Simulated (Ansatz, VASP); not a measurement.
**Pt: VASP beside Ansatz**

```xyz
1
Lattice="-1.6774 1.6774 1.6774 1.6774 -1.6774 1.6774 1.6774 1.6774 -1.6774" Properties=species:S:1:pos:R:3 pbc="T T T"
Pt    0.0000    0.0000    0.0000
```

Alike in both runs: task single point; functional BLYP; k mesh 15 × 15 × 15; occupations fermi-dirac, width 0.1 eV; no spin polarisation.

|  | VASP | Ansatz |
| --- | --- | --- |
| version | VASP 6.6.1 | Ansatz 0.2.0 |
| potentials or method | VASP PAW PBE potentials, release 64 (Pt) | plane waves (420 eV) with PAW, scalar-relativistic |
| plane-wave cutoff (eV) | 520 | 420 |
| valence electrons in the cell | 10 | 18 |

```csv
,VASP,Ansatz,Ansatz less VASP
pressure (GPa),-15.3,-15.8,-0.55
```

The two sets of potentials don't hold the same shells in valence.

Caveats: so large a pressure means that the cell lies far from this level's equilibrium, or that cutoff or potentials fall short (VASP); the potentials were made for another functional, which shifts forces and pressure (VASP). Spin-orbit coupling is left out, which matters for the levels of Pt.
